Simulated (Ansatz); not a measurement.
## InH2: from a trial structure to a relaxed crystal

Method: DFT PBE, scalar-relativistic, plane waves, PAW in Ansatz 0.2.0.

InH2 was placed on the 2H molybdenite structure type (P6_3/mmc, No. 194), with In in place of Mo, H in place of S, at a guessed volume.

The final relaxation ran on this input, with the default PAW datasets:

```yaml
crystal:
  lattice:
    - [3.2064780856, 0.0, 0.0]
    - [-1.6032390428, 2.7768914788, 0.0]
    - [0.0, 0.0, 10.2358880091]
  atoms:
    - { symbol: In, position: [0.3333333333, 0.6666666667, 0.25] }
    - { symbol: In, position: [0.6666666667, 0.3333333333, 0.75] }
    - { symbol: H, position: [0.3333333333, 0.6666666667, 0.6333275946] }
    - { symbol: H, position: [0.6666666667, 0.3333333333, 0.1333275946] }
    - { symbol: H, position: [0.3333333333, 0.6666666667, 0.8666724054] }
    - { symbol: H, position: [0.6666666667, 0.3333333333, 0.3666724054] }
basis:
  ecutwfc: 420
kpoints:
  mp_grid: { grid: [12, 12, 4] }
hamiltonian:
  xc: pbe
scf:
  occupations: { method: gaussian, width: 0.1 }
output:
  forces: true
  stress: true
  eigenvalues: true
relax:
  adjacent_minimum: "off"
  f_tol: 0.01
  max_steps: 80
  cell: { stress_tol: 0.05 }
```

Launched as:

```bash
ansatz run input.yaml --threads 1 --pin off --max-ram 2560MiB --backend cpu --events-out ev --progress --plain --runs-dir out
```

The run took 27 s on 1 thread of Arm Neoverse V1, on a shared host, peak memory 0.4 GiB.

The program printed at the end:

```
SCF converged after 4 iterations
Free energy (F): -11255.691288 eV
Harris-Foulkes:  -11255.691288 eV  (|F-HF|=8.92e-9)
Internal energy: -11255.689989 eV  (E = F + TS)
E sigma→0 (E₀):  -11255.690638 eV
Entropy (-TS):   -0.001299 eV (-0.217 meV/atom)
Fermi energy:    4.227512 eV
--- Per-component energies (eV) ---
  E_band       = -195.366924
  E_kinetic    = 533.933594
  E_local      = -3221.374355  (includes V_loc(G=0)·N_el)
  E_nonlocal   = 739.810874
  E_hartree    = 1300.107825
  E_xc         = -464.493830
  E_vxc        = -242.141935  (∫ρ·V_xc dr)
  E_paw        = -8309.841466  (= ΣΔE_a)
  E_vpaw       = -605.806652  (= ΣTr[D̂ρ^β])
  E_aug_tail   = -0.004222  (compensation charges beyond the density's cutoff)
  E_ewald      = -1833.828409
  E_smearing   = -0.001299  (= −TS)
  E_closure    = 0.000000  (closes the sum)
  Σ components = -11255.691288   (vs F -11255.691288, Δ=0.00e0)
--- Forces (eV/Å), atoms counted from 1 ---
  atom   1  In     0.00000000     0.00000000     0.00000000
  atom   2  In     0.00000000     0.00000000     0.00000000
  atom   3  H      0.00000000     0.00000000     0.00202177
  atom   4  H      0.00000000     0.00000000     0.00202177
  atom   5  H      0.00000000     0.00000000    -0.00202177
  atom   6  H      0.00000000     0.00000000    -0.00202177
  max |Σ_I F_I| component: 2.96e-16 eV/Å
--- Stress (GPa, compression-positive) ---
       -0.030947       0.000000       0.000000
        0.000000      -0.030947       0.000000
        0.000000       0.000000       0.007096
  P = ⅓ Tr σ = -0.0183 GPa (-0.183 kbar)
--- Relaxed structure (3 steps of the walk, 2 accepted, 1 SCFs on fresh bases) ---
  F+E_penalty+E_count = -11255.69128803 eV   max|allowed force component| = 2.022e-3 eV/Å   (the final SCF, on the basis selected at the relaxed cell)
  cell:  # Å, volume = 91.9526 Å³
    - [3.220024, 0.000000, 0.000000]
    - [-1.610012, 2.788623, 0.000000]
    - [0.000000, 0.0, 10.240359]
  atoms:
    - { symbol: In, position: [0.333333, 0.666667, 0.25] }
    - { symbol: In, position: [0.666667, 0.333333, 0.75] }
    - { symbol: H, position: [0.333333, 0.666667, 0.633477] }
    - { symbol: H, position: [0.666667, 0.333333, 0.133477] }
    - { symbol: H, position: [0.333333, 0.666667, 0.866523] }
    - { symbol: H, position: [0.666667, 0.333333, 0.366523] }
```

Absolute energies hang on the potentials; compare differences alone.

The result has space group P6_3/mmc (No. 194). In is coordinated by 6 H at 2.21 Å; around H lie 3 In at 2.21 Å and 1 H at 2.39 Å.

Against the elements it lies at 0.58 eV/atom. Formation energies are uncorrected and refer to the elements' standard structures at the same level (H₂ as a molecule).

For metals, differences of a few meV/atom aren't resolved. Weakly bound directions are ill-defined at this level, which has no dispersion term.

A structure relaxed within its symmetry needn't be a true minimum.